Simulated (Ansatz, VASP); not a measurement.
One calculation of PbSe (Clausthalite), two programs

```xyz
2
Lattice="0.0000 3.0606 3.0606 3.0606 0.0000 3.0606 3.0606 3.0606 0.0000" Properties=species:S:1:pos:R:3 pbc="T T T"
Pb    0.0000    0.0000    0.0000
Se    3.0606    3.0606    3.0606
```

Alike in both runs: task relaxation of cell and atoms; functional PBEsol; k mesh 8 × 8 × 8; occupations fermi-dirac, width 0.05 eV; no spin polarisation.

|  | VASP | Ansatz |
| --- | --- | --- |
| version | VASP 6.6.1 | Ansatz 0.2.0 |
| potentials or method | VASP PAW PBE potentials, release 64 (Pb_d, Se), cutoff 600 eV | all-electron LAPW, scalar-relativistic |

|  | VASP | Ansatz | Ansatz less VASP |
| --- | --- | --- | --- |
| relaxed volume (Å³/atom) | 28.42 | 28.40 | -0.017 |
| relaxed cell length with the largest relative difference (Å) | 4.316 | 4.315 | -0.0009 |

Ansatz ran all-electron here, so the differences hold the error of VASP's frozen core and of both bases.

Caveats: the PAW data sets were made with another functional, which shifts forces and pressure a little (VASP).
